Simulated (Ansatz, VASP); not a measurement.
Sc in VASP and in Ansatz

```xyz
2
Lattice="3.0919 0.0000 0.0000 -1.5460 2.6777 0.0000 0.0000 0.0000 4.6823" Properties=species:S:1:pos:R:3 pbc="T T T"
Sc    0.0000    1.7851    1.1706
Sc    1.5460    0.8926    3.5117
```

Alike in both runs: functional r2SCAN; k mesh 10 × 10 × 6; no spin polarisation.

Ansatz relaxed the structure, and its values are those at the end. VASP's run is a single point on that final structure, the one shown.

|  | VASP | Ansatz |
| --- | --- | --- |
| version | VASP 6.6.1 | Ansatz 0.2.0 |
| potentials or method | VASP PAW PBE potentials, release 64 (Sc_sv) | plane waves, PAW |
| plane-wave cutoff (eV) | 520 | 650 |
| occupations | methfessel-paxton of order 1, width 0.15 eV | cold, width 0.15 eV |
| valence electrons in the cell | 22 | 22 |

|  | VASP | Ansatz | Ansatz less VASP |
| --- | --- | --- | --- |
| pressure (GPa) | 20.5 | 20.0 | -0.46 |

Caveats: so large a pressure means that the cell lies far from this level's equilibrium, or that cutoff or potentials fall short (VASP); the potentials were made for another functional, which shifts forces and pressure (VASP).
